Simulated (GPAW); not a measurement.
Wanted: an ASE script for a GPAW 26.7.0 run.

| Property | Result |
| --- | --- |
| Task | band structure |
| Functional | PBEsol |
| Potentials or basis | PAW data sets generated in the run's folder for this functional |
| Cutoff | 600 eV |
| Basis | pw |
| k mesh | 13 × 13 × 13 |
| Occupations | fermi-dirac, width 0.05 eV |
| Spin | spin-orbit coupling, no magnetisation |
| Maxiter | 150 |
| Band path | GXYSGZS1NPY1Z,XP |
| Band points | 80 |
| spin axis theta (degrees) | 90 |
| spin axis phi (degrees) | 0 |
| Soc after scf | second variation |

The system is Ga.

```
Ga
1.0
    -1.38440    1.38440    2.31122
     1.38440   -1.38440    2.31122
     1.38440    1.38440   -2.31122
Ga
1
Direct
  0.00000 0.00000 0.00000
```

This isn't the form of Ga at room conditions, which is orthorhombic.

These files were run (other wordings do the same):

run.py

```python
import numpy as np
from ase import Atoms
from ase.dft.bandgap import bandgap
from ase.io import write
from ase.units import GPa
from gpaw import GPAW, PW, setup_paths
from gpaw.spinorbit import soc_eigenstates

setup_paths.insert(0, '.')

atoms = Atoms(['Ga'],
              cell=[[-1.3843987196, 1.3843987196, 2.3112238365],
                    [1.3843987196, -1.3843987196, 2.3112238365],
                    [1.3843987196, 1.3843987196, -2.3112238365]],
              scaled_positions=[[0.0, 0.0, 0.0]],
              pbc=True)

calc = GPAW(mode=PW(600),
            xc='PBEsol',
            kpts={'size': (13, 13, 13), 'gamma': True},
            occupations={'name': 'fermi-dirac', 'width': 0.05},
            nbands=7,
            convergence={'density': 1e-05, 'energy': 1e-05},
            maxiter=150,
            txt='gpaw.txt')
atoms.calc = calc
energy = atoms.get_potential_energy()
forces = atoms.get_forces()
stress = atoms.get_stress()
calc.write('gs.gpw')
write('result.traj', atoms)
print(f'Energy: {energy:.6f} eV')
print('Forces (eV/A):')
print(forces.round(4))
print('Stress (GPa):', (stress / GPa).round(3))
print('Fermi level:', round(calc.get_fermi_level(), 4), 'eV')
print(f'Gap: {bandgap(calc)[0]:.4f} eV, direct: {bandgap(calc, direct=True)[0]:.4f} eV')

path = atoms.cell.bandpath('GXYSGZS1NPY1Z,XP', npoints=80, eps=1e-4)
bs_calc = calc.fixed_density(kpts=path, symmetry='off', nbands=13,
                             convergence={'bands': 'CBM+6.0', 'eigenstates': 1e-6}, txt='bands.txt')
bs = bs_calc.band_structure()
bs.write('bs.json')
print(f'Gap on the path: {bandgap(bs_calc)[0]:.4f} eV')

soc = soc_eigenstates(bs_calc, theta=90, phi=0)
np.savetxt('soc_bands.dat', soc.eigenvalues(), fmt='%.4f')
mesh = soc_eigenstates('gs.gpw', theta=90, phi=0)
np.savetxt('soc_mesh.dat', mesh.eigenvalues(), fmt='%.4f')
print('Fermi level with spin-orbit coupling:', round(mesh.fermi_level, 4), 'eV')
```

Potentials or basis: PAW data sets generated in the run's folder for this functional, pw.

The run is started by

```bash
$ gpaw-setup -f PBEsol Ga
$ OMP_NUM_THREADS=1 python run.py
```

It gave:

```json
{
 "Pressure": "0.1 GPa",
 "Band gap along the path": "none (metal or under the smearing width)"
}
```

Caveat: spin-orbit coupling was added after a scalar SCF, so levels and gaps hold it while energy, forces, pressure and moments don't; this program's spin-orbit splittings come out too wide for heavy elements.

Wall time 25 s on 1 thread of Intel(R) Xeon(R) Platinum 8375C CPU @ 2.90GHz (Ice Lake) (shared host), peak memory 0.21 GiB.
